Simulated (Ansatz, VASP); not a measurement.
## MgB in VASP and in Ansatz

```
Mg B
1.0
     2.89515    0.00000    0.00000
     0.00000    2.89515    0.00000
     0.00000    0.00000    2.89515
Mg B
1 1
Direct
  0.00000 0.00000 0.00000
  0.50000 0.50000 0.50000
```

The cell was built by a generator and needn't be a form met in nature.

Alike in both runs: task single point; functional PBE; k mesh 9 × 9 × 9; occupations fermi-dirac, width 0.05 eV; no spin polarisation.

|  | VASP | Ansatz |
| --- | --- | --- |
| version | VASP 6.6.1 | Ansatz 0.2.0 |
| potentials or method | VASP PAW PBE potentials, release 64 (Mg, B), cutoff 520 eV | all-electron LAPW, scalar-relativistic |

Ansatz gave:

| Quantity | Value |
| --- | --- |
| gap on the k mesh at the Fermi level (eV) | none |
| pressure (GPa) | 0.1 |

Task: Which values does VASP return?

Result: gap on the k mesh at the Fermi level (eV): none; pressure (GPa): -0.1.

A gap of «none» marks a metal or a gap that the smearing closes. Ansatz ran all-electron here, so the differences hold the error of VASP's frozen core and of both bases.
